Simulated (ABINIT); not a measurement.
The system is HfN.

```
CELL_PARAMETERS angstrom
2.82503 0.00000 0.00000
0.00000 2.82503 0.00000
0.00000 0.00000 2.82503
ATOMIC_POSITIONS crystal
Hf 0.50000 0.50000 0.50000
N 0.00000 0.00000 0.00000
```

The cell was built by a generator and needn't be a form met in nature.

| Quantity | Value |
| --- | --- |
| Program | ABINIT 10.8.3 (patched build) |
| Task | single point |
| Functional | PBE |
| Potentials or basis | JTH PAW PBE v2.0 |
| Cutoff | 707 eV |
| k mesh | 9 × 9 × 9 |
| Occupations | fermi-dirac, width 0.05 eV |
| Spin | no spin polarisation |

On this cell: pressure -2.0 GPa; largest force zero by symmetry; band gap on the k mesh none (metal or under the smearing width).

The same run follows on a disturbed copy (atoms moved at random, drawn with an rms of 0.05 Å):

```xyz
2
Lattice="2.8250 0.0000 0.0000 0.0000 2.8250 0.0000 0.0000 0.0000 2.8250" Properties=species:S:1:pos:R:3 pbc="T T T"
Hf    1.4278    1.4016    1.3994
N    -0.0400    0.0227   -0.0481
```

Q: What changes?

A: The energy (extrapolated to zero smearing) moves by +3.8 meV/atom; pressure -1.5 GPa; largest force 0.212 eV/Å; band gap on the k mesh none (metal or under the smearing width).

Forces on the atoms (eV/Å):
```
Hf  -0.157  0.102 -0.100
N    0.157 -0.102  0.100
```

Stress tensor (GPa, compression positive):
```
-1.54 -0.43  0.45
-0.43 -1.43 -0.27
 0.45 -0.27 -1.44
```
